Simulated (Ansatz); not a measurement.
Base system: PbF2 in the fluorite structure (space group Fm-3m, No. 225; a = 5.899 Å).

It is then changed as follows: cell and atoms relaxed at a pressure of 3 GPa.

Levels (all Ansatz, an electronic-structure program, PAW): PBEsol (420 eV, no spin-orbit coupling); PBEsol+SOC (420 eV, with spin-orbit coupling).

The geometry is relaxed with PBEsol.

| Item | Result |
|---|---|
| PBEsol band gap | 4.29 eV |
| PBEsol pressure | 2.99 GPa |
| PBEsol smallest direct gap | 4.45 eV |

Task: What does PBEsol+SOC give at this geometry for the band gap, pressure and smallest direct gap?

Result: The band gap falls by 0.37 eV to 3.92 eV; the pressure drops by 0.136 GPa to 2.86 GPa; the smallest direct gap falls by 0.37 eV to 4.08 eV.

Single points use the geometry relaxed with PBEsol. Differences between runs with and without spin-orbit coupling are approximate. With Pb present, leaving out spin-orbit coupling can change the band edges. Load acts through the strain it causes; cell and atoms are relaxed under it. Whether these cells are dynamically stable was not tested.
